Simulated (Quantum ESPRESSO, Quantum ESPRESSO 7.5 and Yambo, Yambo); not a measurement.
## MgO (Periclase): G0W0 on several meshes in Yambo

Aim: the GW shift of MgO (Periclase) against the k mesh.

Method: PBE and many-body steps on it, plane waves, in Quantum ESPRESSO 7.5 and Yambo 5.3.0.

Most raw output is cut from this account.

The database entry behind the starting cell differs from later determinations by our own check (about 0.1 % long), so it need not match the best structure at ambient conditions.

## Step 1: Set-up

It takes space group Fm-3m (No. 225, cubic). The conventional cell has a = 4.217 Å, b = 4.217 Å, c = 4.217 Å, α = 90.00°, β = 90.00°, γ = 90.00°. Nearest to Mg lie 6 O at 2.11 Å. O has 6 Mg at 2.11 Å nearest. Farther neighbours and most contacts between anions are not listed.

As a file:

```cif
data_structure
_symmetry_space_group_name_H-M 'P 1'
_symmetry_Int_Tables_number 1
_cell_length_a 2.9819
_cell_length_b 2.9819
_cell_length_c 2.9819
_cell_angle_alpha 60.000
_cell_angle_beta 60.000
_cell_angle_gamma 60.000
_cell_volume 18.75
loop_
_atom_site_label
_atom_site_type_symbol
_atom_site_fract_x
_atom_site_fract_y
_atom_site_fract_z
_atom_site_occupancy
Mg1 Mg 0.00000 0.00000 0.00000 1
O2 O 0.50000 0.50000 0.50000 1
```

The cell and positions come from the Crystallography Open Database and are kept as given unless a step says otherwise.

## Step 2: Empty states on the mesh, 2×2×2 mesh, 63 bands

This step: Quantum ESPRESSO 7.5; DFT, PBE, plane waves, norm-conserving pseudopotentials.

The sums over transitions need many empty states on a uniform mesh; this step solves for them.

pw.in

```
&control
  calculation = 'nscf'
  prefix = 'x'
  outdir = 'o'
  pseudo_dir = 'pseudo'
/
&system
  ibrav = 0
  nat = 2
  ntyp = 2
  ecutwfc = 76.0
  nbnd = 63
  force_symmorphic = .true.
/
&electrons
  conv_thr = 1e-9
  electron_maxstep = 80
  diago_full_acc = .true.
  diago_thr_init = 5e-6
/
ATOMIC_SPECIES
  Mg 24.305 Mg.upf
  O 15.999 O.upf
CELL_PARAMETERS angstrom
  -0.0000000000 2.1085000000 2.1085000000
  2.1085000000 0.0000000000 2.1085000000
  2.1085000000 2.1085000000 0.0000000000
ATOMIC_POSITIONS crystal
  Mg 0.0000000000 0.0000000000 0.0000000000
  O 0.5000000000 0.5000000000 0.5000000000
K_POINTS automatic
  2 2 2 0 0 0
```

Launch:

```
$ OMP_NUM_THREADS=1 mpirun -n 4 pw.x -nk 4 -in pw.in > pw.out
```

It took 1.2 s on 4 MPI ranks of Arm Neoverse V1, shared host; peak memory 0.05 GiB; 4.4 s of CPU time.

Numbers from this step:

```
gap                                                           : 4.733 eV
k of the valence top                                          : 0, 0, 0
k of the conduction bottom                                    : 0, 0, 0
least direct gap                                              : 4.733 eV
k points computed                                             : 3
lowest point of the top converged band, above the valence top : 109.1405 eV
```

On this mesh the gap is 4.733 eV.

The density comes from a self-consistent run that is not shown.

## Step 3: Conversion and set-up

This step: Yambo 5.3.0; conversion and set-up on PBE, plane waves, norm-conserving pseudopotentials.

The states are converted to the many-body program's format and the q mesh is built.

Launch:

```
$ (cd o/x.save; p2y > p2y.log; mv SAVE ../..); yambo > setup.log
```

Elapsed: 1.8 s, on 1 MPI rank; peak memory 0.23 GiB.

## Step 4: 2×2×2

G0W0 replaces the xc potential by the self-energy, built once from these orbitals. Only a window of levels is corrected, while the sums run over the empty bands that the input names.

This step: G0W0 on PBE, plane waves, norm-conserving pseudopotentials.

gw13.in

```
HF_and_locXC
gw0
dyson
ppa
em1d
rim_cut
RandQpts= 1000000
RandGvec= 1 RL
EXXRLvcs= 76 Ry
VXCRLvcs= 304 Ry
Chimod= "HARTREE"
% BndsRnXp
 1 | 63 |
%
NGsBlkXp= 15.5 Ry
% LongDrXp
 1 | 1 | 1 |
%
% GbndRnge
 1 | 63 |
%
DysSolver= "n"
ExtendOut
PPAPntXp= 27.21138 eV
% QPkrange
 1 | 1 | 7 | 10 |
%
```

Launch:

```
$ OMP_NUM_THREADS=1 mpirun -n 4 yambo -F gw13.in -J gw13 -C gw13 > gw13.log
```

Wall time 3.4 s (4 MPI ranks); peak memory 0.96 GiB; 9.4 s of CPU time.

This step gave:

- G0W0 gap on the points computed: 6.572 eV
- starting gap on the mesh: 4.733 eV
- k of the valence top: 0, 0, 0
- k of the conduction bottom: 0, 0, 0
- least direct G0W0 gap on the computed points: 6.572 eV
- Z at the valence top: 0.7984
- Z at the conduction bottom: 0.8369

The gap on the mesh goes from 4.73 eV to 6.57 eV, a correction of +1.84 eV.

## Step 5: Empty states on the mesh, 6×6×6 mesh, 63 bands

This step: Quantum ESPRESSO 7.5; DFT, PBE, plane waves, norm-conserving pseudopotentials.

Changes to pw.in since step 2:

```diff
@@ -31,2 +31,2 @@
 K_POINTS automatic
-  2 2 2 0 0 0
+  6 6 6 0 0 0
```

Launch:

```
$ OMP_NUM_THREADS=1 mpirun -n 4 pw.x -nk 4 -in pw.in > pw.out
```

It took 2.3 s on 4 MPI ranks; peak memory 0.2 GiB; 9.1 s of CPU time.

Numbers from this step:

| Item | Value |
| --- | --- |
| gap | 4.733 eV |
| k of the valence top | 0, 0, 0 |
| k of the conduction bottom | 0, 0, 0 |
| least direct gap | 4.733 eV |
| k points computed | 16 |
| lowest point of the top converged band, above the valence top | 103.7953 eV |

On this mesh the gap is 4.733 eV.

## Step 6: Conversion and set-up

This step: Yambo 5.3.0; conversion and set-up on PBE, plane waves, norm-conserving pseudopotentials.

Launch:

```
$ (cd o/x.save; p2y > p2y.log; mv SAVE ../..); yambo > setup.log
```

It took 1.9 s on 1 MPI rank; peak memory 0.23 GiB.

## Step 7: 6×6×6

This step: G0W0 on PBE, plane waves, norm-conserving pseudopotentials.

gw14.in

```
HF_and_locXC
gw0
dyson
ppa
em1d
rim_cut
RandQpts= 1000000
RandGvec= 1 RL
EXXRLvcs= 76 Ry
VXCRLvcs= 304 Ry
Chimod= "HARTREE"
% BndsRnXp
 1 | 63 |
%
NGsBlkXp= 15.5 Ry
% LongDrXp
 1 | 1 | 1 |
%
% GbndRnge
 1 | 63 |
%
DysSolver= "n"
ExtendOut
PPAPntXp= 27.21138 eV
% QPkrange
 1 | 1 | 7 | 10 |
%
```

Launch:

```
$ OMP_NUM_THREADS=1 mpirun -n 4 yambo -F gw14.in -J gw14 -C gw14 > gw14.log
```

Run time: 74 s. Hardware: 4 MPI ranks; peak memory 1.2 GiB.

Numbers from this step:

```
G0W0 gap on the points computed              : 6.912 eV
starting gap on the mesh                     : 4.733 eV
k of the valence top                         : 0, 0, 0
k of the conduction bottom                   : 0, 0, 0
least direct G0W0 gap on the computed points : 6.912 eV
Z at the valence top                         : 0.8020
Z at the conduction bottom                   : 0.8511
```

Against G0W0 in Yambo (2×2×2 mesh, 63 bands, screening to 210.9 eV, Godby-Needs plasmon pole), the gap moves by +0.340 eV.

## Step 8: Empty states on the mesh, 8×8×8 mesh, 63 bands

This step: Quantum ESPRESSO 7.5; DFT, PBE, plane waves, norm-conserving pseudopotentials.

Changes to pw.in since step 5:

```diff
@@ -31,2 +31,2 @@
 K_POINTS automatic
-  6 6 6 0 0 0
+  8 8 8 0 0 0
```

Launch:

```
$ OMP_NUM_THREADS=1 mpirun -n 4 pw.x -nk 4 -in pw.in > pw.out
```

The job ended after 3.9 s (4 MPI ranks; peak memory 0.2 GiB; 15 s of CPU time).

This step gave:

| Item | Value |
| --- | --- |
| gap | 4.733 eV |
| k of the valence top | 0, 0, 0 |
| k of the conduction bottom | 0, 0, 0 |
| least direct gap | 4.733 eV |
| k points computed | 29 |
| lowest point of the top converged band, above the valence top | 104.3385 eV |

On this mesh the gap is 4.733 eV.

## Step 9: Conversion and set-up

This step: Yambo 5.3.0; conversion and set-up on PBE, plane waves, norm-conserving pseudopotentials.

Launch:

```
$ (cd o/x.save; p2y > p2y.log; mv SAVE ../..); yambo > setup.log
```

Run time: 2.1 s. Hardware: 1 MPI rank; peak memory 0.24 GiB.

## Step 10: 8×8×8

This step: G0W0 on PBE, plane waves, norm-conserving pseudopotentials.

gw15.in

```
HF_and_locXC
gw0
dyson
ppa
em1d
rim_cut
RandQpts= 1000000
RandGvec= 1 RL
EXXRLvcs= 76 Ry
VXCRLvcs= 304 Ry
Chimod= "HARTREE"
% BndsRnXp
 1 | 63 |
%
NGsBlkXp= 15.5 Ry
% LongDrXp
 1 | 1 | 1 |
%
% GbndRnge
 1 | 63 |
%
DysSolver= "n"
ExtendOut
PPAPntXp= 27.21138 eV
% QPkrange
 1 | 1 | 7 | 10 |
%
```

Launch:

```
$ OMP_NUM_THREADS=1 mpirun -n 4 yambo -F gw15.in -J gw15 -C gw15 > gw15.log
```

The job ended after 4.8 min (4 MPI ranks; peak memory 1.4 GiB).

This step gave:

| Quantity | Value |
| --- | --- |
| G0W0 gap on the points computed | 6.916 eV |
| starting gap on the mesh | 4.733 eV |
| k of the valence top | 0, 0, 0 |
| k of the conduction bottom | 0, 0, 0 |
| least direct G0W0 gap on the computed points | 6.916 eV |

Against G0W0 in Yambo (2×2×2 mesh, 63 bands, screening to 210.9 eV, Godby-Needs plasmon pole), the gap moves by +0.344 eV.

## Step 11: The runs together

Times are wall times on 4 MPI ranks of Arm Neoverse V1, shared host, good to a factor of about two.

| run | mesh | bands | screening cutoff (eV) | DFT gap (eV) | gap on the mesh (eV) | direct (eV) | time |
| --- | --- | --- | --- | --- | --- | --- | --- |
| 2×2×2 | 2×2×2 | 63 | 210.9 | 4.733 | 6.572 | 6.572 | 3.4 s |
| 6×6×6 | 6×6×6 | 63 | 210.9 | 4.733 | 6.912 | 6.912 | 74 s |
| 8×8×8 | 8×8×8 | 63 | 210.9 | 4.733 | 6.916 | 6.916 | 4.8 min |

## Step 12: Outcome

```
2×2×2        : 6.572 eV
6×6×6        : 6.912 eV
8×8×8        : 6.916 eV
known limits : not at the basis limit; coarse k mesh
```

In words: 6×6×6: +0.340 eV against 2×2×2. 8×8×8: +0.344 eV against 2×2×2. Bands and cutoff are finite, so the gap is not at the basis limit. The miss can reach some tenths of an eV and take either sign; the mesh is an error of its own. In the G0W0 runs levels were corrected at 1 k point alone, so a gap called «on the mesh» is the least over those, and an edge elsewhere would be missed. The 2×2×2 mesh is coarse for this cell, which bears on the long-range parts of exchange and screening.

[Paths, hosts, dates, memory and timing lines, banners, echoed tables and standing remarks are left out of the program output.]

[Logs are printed without paths, hosts, clocks, repeated set-up lines and the standing remarks that a program may print on its own settings, such as how far it seeks lower states.]

[Runs of the session that timed out or met a known fault of the program may be left out.]

[Hosts, paths, dates, database ids (printed as entryN), source tags and the programs' standing remarks are cut or masked in the printed files.]
